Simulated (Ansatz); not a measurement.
A relaxation computed with Ansatz, from input to last step.

```yaml
crystal:
  lattice:
    - [2.4988149884, 0.0, 0.0]
    - [-1.2494074942, 2.1640372593, 0.0]
    - [0.0, 0.0, 10.4020896383]
  atoms:
    - { symbol: C, position: [0.0, 0.0, 0.0] }
    - { symbol: C, position: [0.0, 0.0, 0.15] }
    - { symbol: C, position: [0.3333333333, 0.6666666667, 0.2] }
    - { symbol: C, position: [0.3333333333, 0.6666666667, 0.35] }
    - { symbol: C, position: [0.0, 0.0, 0.4] }
    - { symbol: C, position: [0.0, 0.0, 0.55] }
    - { symbol: C, position: [0.6666666667, 0.3333333333, 0.6] }
    - { symbol: C, position: [0.6666666667, 0.3333333333, 0.75] }
    - { symbol: C, position: [0.3333333333, 0.6666666667, 0.8] }
    - { symbol: C, position: [0.3333333333, 0.6666666667, 0.95] }
basis:
  ecutwfc: 420
kpoints:
  mp_grid: { grid: [12, 12, 3] }
hamiltonian:
  xc: pbesol
scf:
  occupations: { method: gaussian, width: 0.02 }
output:
  forces: true
  stress: true
  eigenvalues: true
  populations: true
  write_density: true
  write_potential: true
  elf: true
  volumetric_format: npy
relax:
  adjacent_minimum: "off"
  f_tol: 0.01
  max_steps: 45
  cell: { stress_tol: 0.05 }
```

```bash
ansatz run input.yaml --threads 1 --pin off --max-ram 2560MiB --backend cpu --events-out ev --progress --plain --runs-dir out
```

Level of theory: DFT PBEsol, scalar-relativistic, plane waves, PAW in Ansatz 0.2.0.

Of 7 frames 7 are shown, positions in Å and forces in eV/Å; the SCF threshold varies from step to step. Steps run on the plane waves of an earlier cell, with a Pulay correction in the pressure. The basis is chosen afresh for the last frame, the zero of the energies, and can be on the way; energy and pressure step there, also at an unchanged geometry.

```xyz
10
Lattice="2.4988 0.0000 0.0000 -1.2494 2.1640 0.0000 0.0000 0.0000 10.4021" Properties=species:S:1:pos:R:3:forces:R:3 pbc="T T T" step=1 free_energy_over_end_meV_per_atom=2.73 pressure_GPa=-0.65
C     0.0000    0.0000    0.0000    0.0000    0.0000   -0.2060
C     0.0000    0.0000    1.5603    0.0000    0.0000   -0.0450
C     0.0000    1.4427    2.0804    0.0000    0.0000    0.0450
C     0.0000    1.4427    3.6407    0.0000    0.0000    0.2060
C     0.0000    0.0000    4.1608    0.0000    0.0000    0.3440
C     0.0000    0.0000    5.7211    0.0000    0.0000   -0.0810
C     1.2494    0.7213    6.2413    0.0000    0.0000    0.0690
C     1.2494    0.7213    7.8016    0.0000    0.0000   -0.0690
C     0.0000    1.4427    8.3217    0.0000    0.0000    0.0810
C     0.0000    1.4427    9.8820    0.0000    0.0000   -0.3440
10
Lattice="2.5087 0.0000 0.0000 -1.2543 2.1726 0.0000 0.0000 0.0000 10.3105" Properties=species:S:1:pos:R:3:forces:R:3 pbc="T T T" step=2 free_energy_over_end_meV_per_atom=0.62 pressure_GPa=-0.26
C     0.0000    0.0000   -0.0144    0.0000    0.0000    0.1320
C     0.0000    0.0000    1.5461    0.0000    0.0000   -0.1110
C     0.0000    1.4484    2.0625    0.0000    0.0000    0.1110
C     0.0000    1.4484    3.6231    0.0000    0.0000   -0.1320
C     0.0000    0.0000    4.1334    0.0000    0.0000    0.3560
C     0.0000    0.0000    5.6813    0.0000    0.0000   -0.3830
C     1.2543    0.7242    6.1854    0.0000    0.0000    0.3520
C     1.2543    0.7242    7.7338    0.0000    0.0000   -0.3520
C     0.0000    1.4484    8.2379    0.0000    0.0000    0.3830
C     0.0000    1.4484    9.7858    0.0000    0.0000   -0.3560
10
Lattice="2.5066 0.0000 0.0000 -1.2533 2.1708 0.0000 0.0000 0.0000 10.3242" Properties=species:S:1:pos:R:3:forces:R:3 pbc="T T T" step=3 free_energy_over_end_meV_per_atom=0.14 pressure_GPa=-0.13
C     0.0000    0.0000   -0.0151    0.0000    0.0000    0.0690
C     0.0000    0.0000    1.5465    0.0000    0.0000   -0.0230
C     0.0000    1.4472    2.0669    0.0000    0.0000    0.0230
C     0.0000    1.4472    3.6285    0.0000    0.0000   -0.0690
C     0.0000    0.0000    4.1432    0.0000    0.0000    0.1700
C     0.0000    0.0000    5.6874    0.0000    0.0000   -0.2170
C     1.2533    0.7236    6.1962    0.0000    0.0000    0.2030
C     1.2533    0.7236    7.7415    0.0000    0.0000   -0.2030
C     0.0000    1.4472    8.2503    0.0000    0.0000    0.2170
C     0.0000    1.4472    9.7945    0.0000    0.0000   -0.1700
10
Lattice="2.5070 0.0000 0.0000 -1.2535 2.1711 0.0000 0.0000 0.0000 10.3178" Properties=species:S:1:pos:R:3:forces:R:3 pbc="T T T" step=4 free_energy_over_end_meV_per_atom=-0.05 pressure_GPa=-0.01
C     0.0000    0.0000   -0.0151    0.0000    0.0000    0.0020
C     0.0000    0.0000    1.5451    0.0000    0.0000   -0.0010
C     0.0000    1.4474    2.0662    0.0000    0.0000    0.0010
C     0.0000    1.4474    3.6264    0.0000    0.0000   -0.0020
C     0.0000    0.0000    4.1439    0.0000    0.0000   -0.0010
C     0.0000    0.0000    5.6815    0.0000    0.0000    0.0010
C     1.2535    0.7237    6.1951    0.0000    0.0000    0.0010
C     1.2535    0.7237    7.7339    0.0000    0.0000   -0.0010
C     0.0000    1.4474    8.2476    0.0000    0.0000   -0.0010
C     0.0000    1.4474    9.7852    0.0000    0.0000    0.0010
10
Lattice="2.5070 0.0000 0.0000 -1.2535 2.1711 0.0000 0.0000 0.0000 10.3178" Properties=species:S:1:pos:R:3:forces:R:3 pbc="T T T" step=5 free_energy_over_end_meV_per_atom=0.00 pressure_GPa=-0.03
C     0.0000    0.0000   -0.0151    0.0000    0.0000    0.0030
C     0.0000    0.0000    1.5451    0.0000    0.0000   -0.0020
C     0.0000    1.4474    2.0662    0.0000    0.0000    0.0020
C     0.0000    1.4474    3.6264    0.0000    0.0000   -0.0030
C     0.0000    0.0000    4.1439    0.0000    0.0000    0.0000
C     0.0000    0.0000    5.6815    0.0000    0.0000   -0.0010
C     1.2535    0.7237    6.1951    0.0000    0.0000    0.0030
C     1.2535    0.7237    7.7339    0.0000    0.0000   -0.0030
C     0.0000    1.4474    8.2476    0.0000    0.0000    0.0010
C     0.0000    1.4474    9.7852    0.0000    0.0000    0.0000
10
Lattice="2.5070 0.0000 0.0000 -1.2535 2.1711 0.0000 0.0000 0.0000 10.3169" Properties=species:S:1:pos:R:3:forces:R:3 pbc="T T T" step=6 free_energy_over_end_meV_per_atom=0.00 pressure_GPa=0.00
C     0.0000    0.0000   -0.0151    0.0000    0.0000    0.0000
C     0.0000    0.0000    1.5449    0.0000    0.0000    0.0000
C     0.0000    1.4474    2.0660    0.0000    0.0000    0.0000
C     0.0000    1.4474    3.6260    0.0000    0.0000    0.0000
C     0.0000    0.0000    4.1435    0.0000    0.0000    0.0000
C     0.0000    0.0000    5.6810    0.0000    0.0000    0.0000
C     1.2535    0.7237    6.1946    0.0000    0.0000    0.0000
C     1.2535    0.7237    7.7332    0.0000    0.0000    0.0000
C     0.0000    1.4474    8.2469    0.0000    0.0000    0.0000
C     0.0000    1.4474    9.7843    0.0000    0.0000    0.0000
10
Lattice="2.5070 0.0000 0.0000 -1.2535 2.1711 0.0000 0.0000 0.0000 10.3169" Properties=species:S:1:pos:R:3:forces:R:3 pbc="T T T" step=7 free_energy_over_end_meV_per_atom=0.00 pressure_GPa=0.00
C     0.0000    0.0000   -0.0151    0.0000    0.0000    0.0000
C     0.0000    0.0000    1.5449    0.0000    0.0000    0.0000
C     0.0000    1.4474    2.0660    0.0000    0.0000    0.0000
C     0.0000    1.4474    3.6260    0.0000    0.0000    0.0000
C     0.0000    0.0000    4.1435    0.0000    0.0000    0.0000
C     0.0000    0.0000    5.6810    0.0000    0.0000    0.0000
C     1.2535    0.7237    6.1946    0.0000    0.0000    0.0000
C     1.2535    0.7237    7.7332    0.0000    0.0000    0.0000
C     0.0000    1.4474    8.2469    0.0000    0.0000    0.0000
C     0.0000    1.4474    9.7843    0.0000    0.0000    0.0000
```

It took 18 s on 1 thread of Intel(R) Xeon(R) 6975P-C (Granite Rapids), on a shared host, peak memory 0.5 GiB.